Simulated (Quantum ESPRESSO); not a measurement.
The system is In.

```
In
1.0
     3.33548    0.00000    0.00000
    -1.66774    2.88861    0.00000
     0.00000    0.00000    5.50914
In
2
Direct
  0.66667 0.33333 0.75000
  0.33333 0.66667 0.25000
```

This isn't the form of In at room conditions, which is tetragonal.

| Property | Result |
| --- | --- |
| Program | Quantum ESPRESSO 7.5 |
| Task | relaxation of cell and atoms |
| Functional | PBEsol |
| Dispersion | rVV10 |
| Potentials or basis | GBRV 1.5 PBEsol |
| Cutoff | 762 eV |
| Density cutoff | 6095 eV |
| k mesh | 9 × 9 × 5 |
| Occupations | fermi-dirac, width 0.05 eV |
| Spin | no spin polarisation |

At the start: pressure -3.8 GPa; volume 26.54 Å³/atom.

How do energy, volume and symmetry change on relaxing?

Over 7 steps the energy falls by 26.8 meV/atom and the volume is 24.28 Å³/atom (-8.5 %); space group P6_3/mmc (No. 194, to 0.05 Å).

The path:
```
step  energy change (eV)  largest force (eV/Å)  pressure (GPa)  volume (Å³)
   1              0.0000                0.0000           -3.78        53.08
   2             -0.0147                0.0000           -3.31        52.37
   3             -0.0509                0.0000            0.57        48.07
   4             -0.0527                0.0000           -0.03        48.61
   5             -0.0529                0.0000           -0.03        48.60
   6             -0.0536                0.0000           -0.07        48.61
   7             -0.0537                0.0000           -0.01        48.56
```

Final structure:
```xyz
2
Lattice="3.2534 0.0000 0.0000 -1.6267 2.8175 0.0000 0.0000 0.0000 5.2973" Properties=species:S:1:pos:R:3 pbc="T T T"
In    1.6267    0.9392    3.9730
In    0.0000    1.8783    1.3243
```

Caveat: rVV10's parameter b was fitted to another functional.
